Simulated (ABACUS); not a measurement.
A run of ABACUS 3.10.1:

File INPUT:

```
INPUT_PARAMETERS
suffix              InAs
calculation         nscf
basis_type          pw
pseudo_dir          ./
symmetry            -1
dft_functional      GGA_X_RPW86+GGA_C_PBE
ecutwfc             84.0
pseudo_rcut         10
nspin               1
nbands              24
ks_solver           dav
smearing_method     fd
smearing_sigma      0.00367493
scf_thr             1e-08
scf_nmax            100
mixing_type         broyden
mixing_beta         0.7
init_chg            file
pw_diag_thr         1e-07
out_band            1
kpar                4
```

STRU

```
ATOMIC_SPECIES
In 114.8180 In.upf
As 74.9216 As.upf

LATTICE_CONSTANT
1.8897261246

LATTICE_VECTORS
-3.0180000000 0.0000000000 3.0180000000
0.0000000000 3.0180000000 3.0180000000
-3.0180000000 3.0180000000 0.0000000000

ATOMIC_POSITIONS
Direct

In
0.0
1
0.0000000000 0.0000000000 0.0000000000 1 1 1

As
0.0
1
0.2500000000 0.2500000000 0.2500000000 1 1 1
```

The input KPT:

```
K_POINTS
12
Line
0.00000000 0.00000000 0.00000000 10 // G
0.50000000 0.00000000 0.50000000 10 // X
0.50000000 0.25000000 0.75000000 10 // W
0.37500000 0.37500000 0.75000000 10 // K
0.00000000 0.00000000 0.00000000 10 // G
0.50000000 0.50000000 0.50000000 10 // L
0.62500000 0.25000000 0.62500000 10 // U
0.50000000 0.25000000 0.75000000 10 // W
0.50000000 0.50000000 0.50000000 10 // L
0.37500000 0.37500000 0.75000000 1 // K
0.62500000 0.25000000 0.62500000 10 // U
0.50000000 0.00000000 0.50000000 1 // X
```

Potentials or basis: Ansatz NC PBE, plane waves.

Command:

```console
$ OMP_NUM_THREADS=1 mpirun -np 4 abacus > log
```

Hardware: 4 MPI ranks on AMD EPYC 9R45 96-Core Processor (Zen 5), with other jobs on the host.

Q: How long does it take, and how much memory?

A: Wall time 7.7 s on 4 MPI ranks on AMD EPYC 9R45 96-Core Processor (Zen 5), on a shared host, peak memory 0.6 GiB a rank. Counts: scf iterations 1, k points 102, bands 24, ranks 4.
